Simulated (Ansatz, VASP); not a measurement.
# WS2: VASP beside Ansatz

```xyz
3
Lattice="3.1597 0.0000 0.0000 -1.5799 2.7364 0.0000 0.0000 0.0000 32.3040" Properties=species:S:1:pos:R:3 pbc="T T T"
S     1.5799    0.9121   14.5760
S     1.5799    0.9121   17.7280
W     0.0000    1.8243   16.1520
```

Alike in both runs: task single point; functional PBE; dispersion D3(BJ); k mesh 6 × 6 × 1; occupations gaussian, width 0.1 eV; no spin polarisation.

|  | VASP | Ansatz |
| --- | --- | --- |
| version | VASP 6.6.1 | Ansatz 0.2.0 |
| potentials or method | VASP PAW PBE potentials, release 64 (S, W_sv) | scalar-relativistic, plane waves, PAW |
| plane-wave cutoff (eV) | 520 | 420 |
| valence electrons in the cell | 26 | 26 |

```tsv
	VASP	Ansatz	Ansatz less VASP
gap on the k mesh at the Fermi level (eV)	1.92	1.92	-0.004
least direct gap on the mesh (eV)	1.92	1.92	-0.004
rms of the force components (eV/Å)	0.003	0.001	-0.0019
```

With one functional, cell and mesh, what is left measures potentials, basis and numerics.

Caveats: spin-orbit coupling is left out, which moves the levels of the heavy elements. A hybrid or GW would open this gap; PBE tends to underestimate it.
